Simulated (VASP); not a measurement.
Input of a VASP 6.6.1 run:

The input INCAR:

```
PREC = Accurate
ENCUT = 630
EDIFF = 1E-7
ISMEAR = -1
SIGMA = 0.05
LREAL = F
LASPH = T
NELM = 80
ALGO = Normal
ISIF = 3
LWAVE = F
LCHARG = F
GGA = PE
IBRION = 2
NSW = 40
EDIFFG = -0.02
```

Contents of KPOINTS:

```
regular mesh
0
Gamma
  7 7 7
```

File POSCAR:

```
NaI
1.0
    0.0000000000      3.2364000000      3.2364000000
    3.2364000000      0.0000000000      3.2364000000
    3.2364000000      3.2364000000      0.0000000000
I Na
1 1
Direct
    0.5000000000      0.5000000000      0.5000000000
    0.0000000000      0.0000000000      0.0000000000
```

Potentials or basis: VASP PAW PBE potentials, release 64 (I_GW, Na_sv_GW).

Run with:

```console
$ cat potpaw_PBE.64/I_GW/POTCAR potpaw_PBE.64/Na_sv_GW/POTCAR > POTCAR
$ mpirun -np 1 vasp_std > vasp.out
```

Q: What does it give for the space group after relaxing (to 0.05 Å)?

A: Fm-3m (No. 225).

Q: Estimate the relaxed volume.

A: 34.44 Å³/atom.

Q: What does it give for the relaxed cell?

A: a = 4.601 Å, b = 4.601 Å, c = 4.601 Å, α = 60.00°, β = 60.00°, γ = 60.00°.

Final structure:
```cif
data_structure
_symmetry_space_group_name_H-M 'P 1'
_symmetry_Int_Tables_number 1
_cell_length_a 4.6012
_cell_length_b 4.6012
_cell_length_c 4.6012
_cell_angle_alpha 60.000
_cell_angle_beta 60.000
_cell_angle_gamma 60.000
_cell_volume 68.88
loop_
_atom_site_label
_atom_site_type_symbol
_atom_site_fract_x
_atom_site_fract_y
_atom_site_fract_z
_atom_site_occupancy
I1 I 0.50000 0.50000 0.50000 1
Na1 Na 0.00000 0.00000 0.00000 1
```

 PBE usually gives volumes a little too large and moduli too small.
